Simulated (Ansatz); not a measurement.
# AgCl at 25 GPa: from Born charge to LO–TO splitting and polaron coupling

The calculation used DFT PBE, scalar-relativistic, plane waves, PAW in Ansatz. Cutoff 420 eV, 10×10×10 k-points (Γ-centred), fixed occupations. No spin polarisation. Phonons by linear response, acoustic sum rule imposed.

The cell, relaxed at 25 GPa:
```
CELL_PARAMETERS angstrom
0.00000 2.55289 2.55289
2.55289 0.00000 2.55289
2.55289 2.55289 0.00000
ATOMIC_POSITIONS crystal
Ag 0.50000 0.50000 0.50000
Cl 0.00000 0.00000 0.00000
```

Other phases may be more stable at this pressure.

Linear response gives ν_TO = 215.1 cm⁻¹, Born charges ±1.319 e (positive on Ag) and ε∞ = 6.100. The primitive cell holds 33.276 Å³, and the masses are 107.868 and 35.450 amu.

Problem. Find ν_LO and the static dielectric constant.

Solution. The long-wave field adds a restoring force: ω_LO² − ω_TO² = Z*²e²/(ε_vac ε∞ μV). In these units ν_LO² − ν_TO² = 4.92064×10⁷ Z*²/(μ V ε∞) cm⁻², with μ = m₁m₂/(m₁ + m₂) = 26.681 amu: 15818 cm⁻². So ν_LO = √(215.1² + 15818) = 249.2 cm⁻¹, and the run gives 249.2. Lyddane–Sachs–Teller then gives ε0 = ε∞ (ν_LO/ν_TO)² = 8.18, against 8.18 in the run (it forms both from the same three quantities, so the match checks the arithmetic only). Between ν_TO and ν_LO the dielectric function is negative and an undamped crystal reflects fully: a reststrahlen band from 40.1 to 46.5 μm.

Problem. What do the Clausius–Mossotti polarisability and the Szigeti charge come to?

Solution. With the Lorentz local field, α = (3V/4π)(ε∞ − 1)/(ε∞ + 2) = 5.00 Å³ for the pair, and e_S = 3Z*/(ε∞ + 2) = 0.49 e. The Born charge includes the electrons' response to the dipole's own local field, and e_S takes that enhancement out. The Lorentz field assumes point-like polarisable ions, a poor picture once ε∞ is this large, since the electron clouds then overlap or are shared, so both numbers are formal here.

Problem. How strongly does a slow electron couple to the LO mode?

Solution. For one isotropic parabolic band, Fröhlich's constant is α_F = (1/ε∞ − 1/ε0) √(m* Ry/ħω_LO), with Ry = 13.606 eV, ħω_LO = 30.9 meV and m* in free-electron masses: α_F = 0.0418 × 20.99 × √m* = 0.88 √m*. The band mass isn't part of this run; for m* = 0.1, 0.3 and 1 it gives 0.28, 0.48, 0.88. In weak coupling the polaron lies α_F ħω_LO below the band edge (15 meV at m* = 0.3) with a mass m*(1 + α_F/6); past α_F of about 5 or 6 that expansion fails. A semilocal functional's ε∞ tends to be too large, which taken alone lowers α_F.